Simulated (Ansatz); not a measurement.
# Moving the functional in Si3N4

The cell as given:

```yaml
crystal:
  lattice:
    - [4.13078, 0.00000, 0.00000]
    - [0.00000, 4.13078, 0.00000]
    - [0.00000, 0.00000, 4.13078]
  atoms:
    - { symbol: Si, position: [0.00000, 0.00000, 0.50000] }
    - { symbol: Si, position: [0.50000, 0.00000, 0.00000] }
    - { symbol: Si, position: [0.00000, 0.50000, 0.00000] }
    - { symbol: N, position: [0.23952, 0.23952, 0.76048] }
    - { symbol: N, position: [0.76048, 0.76048, 0.76048] }
    - { symbol: N, position: [0.23952, 0.76048, 0.23952] }
    - { symbol: N, position: [0.76048, 0.23952, 0.23952] }
```

Measurements of this composition are mostly on another form, of space group No. 176.

Kept alike: task relaxation of cell and atoms; k mesh 7 × 7 × 7; occupations fermi-dirac, width 0.05 eV; no spin polarisation. Program: Ansatz, Ansatz PAW. Cutoffs run from 420 to 500 eV. The mesh is that of the run's cell of 7 atoms. No spin-orbit coupling.

| functional | volume (Å³/atom) |
| --- | --- |
| BLYP | 10.283 |
| LDA | 9.687 |
| PBE | 10.069 |
| PBEsol | 9.882 |
| RPBE | 10.242 |
| r2SCAN | 9.853 |
| revPBE | 10.197 |

Stopped at the starting cell, within the stress tolerance: PBE. The relaxations keep at least the cell's symmetry (P-43m). Relaxations stop with a little pressure left, so the last digits of a volume or edge aren't settled. Ansatz's relaxations hold a Pulay term in the stress (up to 0.7 GPa here). All rows use potentials made for PBE.

Task: What does the functional change here?

Result: The volume runs from 9.687 (LDA) to 10.283 Å³/atom (BLYP). From PBE: BLYP +0.214; LDA -0.382; PBEsol -0.187; RPBE +0.173; r2SCAN -0.216; revPBE +0.128.
